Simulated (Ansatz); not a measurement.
**EuS: equation of state with r2SCAN**

**Measured values to compare with.**

“Crystal-field mediated electronic transitions of EuS up to 35 GPa”, 2022, pmc:8786971 quotes, for a bulk crystal of EuS: bulk modulus 61.5 ± 0.5 GPa.

Crystal: EuS.

```
Eu S
1.0
     0.00000    2.97850    2.97850
     2.97850    0.00000    2.97850
     2.97850    2.97850    0.00000
Eu S
1 1
Direct
  0.00000 0.00000 0.00000
  0.50000 0.50000 0.50000
```

- Program: Ansatz 0.2.0
- Task: equation of state
- Functional: r2SCAN
- Potentials or basis: Ansatz PAW
- Cutoff: 500 eV
- Density cutoff: 2000 eV
- k mesh: 8 × 8 × 8
- Occupations: fermi-dirac, width 0.05 eV
- Spin: collinear spin, ferromagnetic start
- Starting moments: [7.0, 0.0] μB

* Equilibrium volume: 25.32 Å³/atom
* Bulk modulus: 54 GPa
* Pressure derivative of the bulk modulus: 4.3

Energy against volume, from the lowest point:
```csv
volume (Å³/atom),energy (meV/atom)
24.838,1.58
25.367,0.00
25.895,2.11
26.424,7.53
26.952,15.92
27.481,26.94
28.009,40.37
```

All runs of the series together: 49 s on 2 threads of Intel(R) Xeon(R) CPU @ 2.80GHz (Skylake/Cascade Lake), on a shared host.

Against the measured bulk modulus of EuS, 61.5 GPa (quoted in “Crystal-field mediated electronic transitions of EuS up to 35 GPa”, 2022, pmc:8786971), the calculated 54 GPa is off by -12.1 %. The fit is for a static lattice scaled at fixed shape and fixed fractional positions.

Caveat: the magnetic or orbital state may not be the lowest; the PAW data sets were made with another functional, which shifts forces and pressure a little; without U or exact exchange the open f shell lies at the Fermi level, which spoils levels, moments and volumes. The state reached can hang on the start; a lower one may exist.
